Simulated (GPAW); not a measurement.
```
Quasiparticle gap of BaS (Fm-3m) in GPAW
1.0
     0.00000    3.19375    3.19375
     3.19375    0.00000    3.19375
     3.19375    3.19375    0.00000
Ba S
1 1
Direct
  0.00000 0.00000 0.00000
  0.50000 0.50000 0.50000
# method: DFT, PBE, plane waves, PAW (and 1 further level or step)
# program: GPAW 26.7.0
# settings of one run: cutoff 450 eV, GPAW PAW setups 1.2.1 data release, 4×4×4 k-mesh, nbands 778
# cost: 4 runs, 3.9 min in all on 4 MPI ranks of Arm Neoverse V1, shared host (the runs of this entry)
# notes: The cell and positions come from the Crystallography Open Database and are kept as given unless a step says otherwise. Limits: no spin-orbit coupling. Bands and cutoff are finite, so the gap is not at the basis limit. The miss can reach some tenths of an eV and take either sign; the mesh is an error of its own.
# PBE gap: 2.13 eV, indirect
# G0W0 gap on the mesh: 3.49 eV
# GW settings: 4×4×4 mesh, 357 bands, screening to 180 eV, Godby-Needs plasmon pole
# known limits: not at the basis limit; no spin-orbit coupling
```

[Paths, hosts, dates, memory and timing lines, banners, echoed tables and standing remarks are left out of the program output.]

[Logs are printed without paths, hosts, clocks, repeated set-up lines and the standing remarks that a program may print on its own settings, such as how far it seeks lower states.]

[Runs of the session that timed out or met a known fault of the program may be left out.]

[Hosts, paths, dates, database ids (printed as entryN), source tags and the programs' standing remarks are cut or masked in the printed files.]
